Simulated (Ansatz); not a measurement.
## NaI (rocksalt) under strain

NaI built on the rocksalt prototype, relaxed with r2SCAN in Ansatz 0.2.0. The symmetry is Fm-3m (No. 225, cubic); a = 6.459 Å in the conventional setting, 33.69 Å³ an atom. Na is surrounded by 6 I at 3.23 Å; I is surrounded by 6 Na at 3.23 Å.

The axes x, y and z are those of this cell:
```xyz
2
Lattice="0.0000 3.2297 3.2297 3.2297 0.0000 3.2297 3.2297 3.2297 0.0000" Properties=species:S:1:pos:R:3 pbc="T T T"
Na    0.0000    0.0000    0.0000
I     3.2297    3.2297    3.2297
```

Unstrained: The PBE gap is direct at Γ: 3.661 eV. The r2SCAN gap is direct at Γ: 4.449 eV. With HSE06 the gap is 4.692 eV and direct, at Γ. Meshes: PBE 8×8×8, r2SCAN 8×8×8, HSE06 6×6×6. Strains are changes of length per length, and xy shears are angles. After each strain the atoms were relaxed again with r2SCAN within the symmetry that the strain leaves, so tilts or polar shifts that break it weren't tested; points keep the names that they have in the unstrained zone. (Simulation; spin polarisation is off.)

Changes of the least gap in eV (an overlap counts as a negative gap):

| strain | volume change (%) | space group | PBE | r2SCAN | HSE06 | energy rise, r2SCAN (meV/atom) |
| --- | --- | --- | --- | --- | --- | --- |
| epitaxial +1.79 % in the xy plane, free normal strain -0.87 % | +2.7 | I4/mmm | -0.081 | -0.092 | -0.087 | 2.4 |
| xy shear, engineering strain (angle) +4.52 % | -0.1 | Immm | -0.112 | -0.118 | -0.118 | 1.8 |

Epitaxial +1.79 % in the xy plane, free normal strain -0.87 %. HSE06: the gap goes from 4.692 to 4.605 eV (-0.087 eV); with r2SCAN the top three valence levels at Γ, degenerate before, become 2+1 from the top over 35 meV. Stress change with r2SCAN, compression positive: xx -0.62, yy -0.62, zz +0.03 GPa.

Xy shear, engineering strain (angle) +4.52 %. HSE06: the gap goes from 4.692 to 4.574 eV (-0.118 eV); with r2SCAN the top three valence levels at Γ, degenerate before, become 1+1+1 from the top over 207 meV. Stress change with r2SCAN, compression positive: xx +0.02, yy +0.02, zz -0.01, xy -0.37 GPa.

Spin-orbit coupling is left out, which matters wherever the heavy atoms make up the band edges.

The splittings at Γ are without spin-orbit coupling, which regroups them where it is of like size or larger.
